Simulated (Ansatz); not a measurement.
The system is MoS2.

```xyz
3
Lattice="3.2275 0.0000 0.0000 -1.6137 2.7951 0.0000 0.0000 0.0000 6.3125" Properties=species:S:1:pos:R:3 pbc="T T T"
Mo    0.0000    0.0000    3.1562
S     1.6137    0.9317    4.7008
S     0.0000    1.8634    1.6117
```

Measurements of this composition are mostly on another form, of space group No. 194.

- Program: Ansatz 0.2.0
- Task: relaxation of cell and atoms
- Functional: HSE06
- Potentials or basis: Ansatz PAW
- Cutoff: 420 eV (not typed: the program's choice for these potentials)
- k mesh: 6 × 6 × 4
- Occupations: fermi-dirac, width 0.05 eV
- Spin: no spin polarisation

At the start: volume 18.98 Å³/atom.

**Question.** How do energy, volume and symmetry change on relaxing?

**Answer.** It ends after 12 steps and the volume is 20.37 Å³/atom (+7.3 %); space group P-3m1 (No. 164, to 0.05 Å).

Step by step:
| step | energy change (eV) | largest force (eV/Å) | volume (Å³) |
| --- | --- | --- | --- |
| 1 | 0.0000 | 0.2441 | 56.94 |
| 2 | -0.0176 | 0.0670 | 54.80 |
| 3 | -0.0330 | 0.0216 | 56.82 |
| 4 | -0.0356 | 0.0419 | 57.77 |
| 5 | -0.0377 | 0.0349 | 59.15 |
| 6 | -0.0380 | 0.0180 | 59.64 |
| 7 | -0.0380 | 0.0010 | 59.96 |
| 8 | -0.0390 | 0.0007 | 59.96 |
| 9 | -0.0391 | 0.0053 | 60.53 |
| 10 | -0.0391 | 0.0035 | 60.99 |
| 11 | -0.0391 | 0.0004 | 61.11 |
| 12 | -0.0392 | 0.0004 | 61.11 |

Final structure:
```xyz
3
Lattice="3.1648 0.0000 0.0000 -1.5824 2.7408 0.0000 0.0000 0.0000 7.0455" Properties=species:S:1:pos:R:3 pbc="T T T"
Mo    0.0000    0.0000    3.5227
S     1.5824    0.9136    5.0845
S     0.0000    1.8272    1.9609
```

Caveat: the k mesh is coarse (spacing up to 0.37 Å⁻¹), so the values aren't converged, least of all with exact exchange; the plane-wave basis is chosen anew once the cell has moved, so the energies of steps on either side of that aren't comparable; this functional lacks dispersion, which binds the layers, so the pressure and a relaxed spacing across them are unreliable; the PAW data sets come from PBE, with cores solved anew for the run's functional, which leaves a small shift of forces and pressure.
